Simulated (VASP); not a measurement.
A run of VASP 6.6.1 is set up as follows.

Contents of INCAR:

```
PREC     = Accurate       # precision mode
ENCUT    = 520            # plane-wave cutoff, eV
EDIFF    = 1E-6           # SCF threshold, eV
ISMEAR   = 0              # smearing method
SIGMA    = 0.03           # smearing width, eV
LREAL    = False          # projectors in reciprocal space
LASPH    = True           # aspherical terms in the spheres
NELM     = 80             # most SCF steps
ALGO     = Normal         # electronic algorithm
ISIF     = 2              # what is computed and relaxed
LWAVE    = False          # write WAVECAR
LCHARG   = False          # write CHGCAR
GGA      = PE             # functional
IVDW     = 12             # dispersion correction
NBANDS   = 50             # bands
ICORELEVEL= 1            
KPAR     = 2
```

KPOINTS

```
regular mesh
0
Gamma
  4 8 8
```

File POSCAR:

```
SnSe                                    
1.0
   11.4864948094      0.0000000000      0.0000000000
    0.0000000000      4.1722136735      0.0000000000
    0.0000000000     -0.0000000000      4.3796772134
  Sn              Se            
     4     4
Direct
     0.1176302908647919    0.2500000000000000    0.0931652734676234
     0.3823697091352080    0.7500000000000000    0.5931652734676235
     0.6176302908647916    0.2500000000000000    0.4068347265323766
     0.8823697091352084    0.7500000000000000    0.9068347265323765
     0.3570262768418762    0.2500000000000000    0.0220175693999826
     0.1429737231581238    0.7500000000000000    0.5220175693999826
     0.8570262768418760    0.2500000000000000    0.4779824306000175
     0.6429737231581240    0.7500000000000000    0.9779824306000174
```

The input KPOINTS_OPT:

```
explicit points
188
Reciprocal
 0.0000000000  0.0000000000  0.0000000000 1
 0.0000000000  0.0357142857  0.0000000000 1
 0.0000000000  0.0714285714  0.0000000000 1
 0.0000000000  0.1071428571  0.0000000000 1
 0.0000000000  0.1428571429  0.0000000000 1
 0.0000000000  0.1785714286  0.0000000000 1
[... 180 lines left out ...]
 0.0000000000  0.0000000000  0.5000000000 1
 0.5000000000  0.0000000000  0.0000000000 1
```

Potentials or basis: VASP PAW PBE potentials, release 64 (Sn_d, Se).

The run is started by

```sh
$ cat potpaw_PBE.64/Sn_d/POTCAR potpaw_PBE.64/Se/POTCAR > POTCAR
$ mpirun -np 2 vasp_std > vasp.out
```

Question: Estimate the pressure.

Answer: 0.0 GPa.

Question: Estimate the dispersion energy per atom.

Answer: -0.369 eV.

Question: Predict the band gap along the path.

Answer: 0.43 eV, indirect (least direct gap 0.52 eV).

Question: Estimate the largest force.

Answer: 0.003 eV/Å.

Core levels (eV, on the scale of the bands):
| atom | levels |
| --- | --- |
| 1 Sn | 1s -28997.1, 2s -4368.6, 2p -3920.2, 3s -834.8, 3p -688.3, 3d -463.1, 4s -123.7, 4p -79.5 |
| 2 Sn | 1s -28997.1, 2s -4368.6, 2p -3920.2, 3s -834.8, 3p -688.3, 3d -463.1, 4s -123.7, 4p -79.5 |
| 3 Sn | 1s -28997.1, 2s -4368.6, 2p -3920.2, 3s -834.8, 3p -688.3, 3d -463.1, 4s -123.7, 4p -79.5 |
| 4 Sn | 1s -28997.1, 2s -4368.6, 2p -3920.2, 3s -834.8, 3p -688.3, 3d -463.1, 4s -123.7, 4p -79.5 |
| 5 Se | 1s -12491.8, 2s -1595.3, 2p -1401.7, 3s -202.0, 3p -141.5, 3d -41.6 |
| 6 Se | 1s -12491.8, 2s -1595.3, 2p -1401.7, 3s -202.0, 3p -141.5, 3d -41.6 |

Caveat: spin-orbit coupling is left out, which moves the levels of the heavy elements; the mesh misses the band edges, which the band path finds closer together.

**Measured values to compare with.**

“Linear dichroism of the optical properties of SnS and SnSe van der Waals crystals”, 2024, arxiv:2409.17412 reports, for a bulk crystal of SnSe at 300 K: band gap 0.89 eV (indirect).

A measured gap of SnSe is 0.89 eV (indirect; 300 K; “Linear dichroism of the optical properties of SnS and SnSe van der Waals crystals”, 2024, arxiv:2409.17412); the calculated 0.43 eV misses it by -0.46 eV. 2 values of this kind are on record (0.89 to 0.99 eV); this one was drawn at random. Spin-orbit coupling on Se, Sn is left out. The value is that of PBE+D3(BJ), without temperature or zero-point motion. Semilocal functionals fall short of measured gaps as a rule.
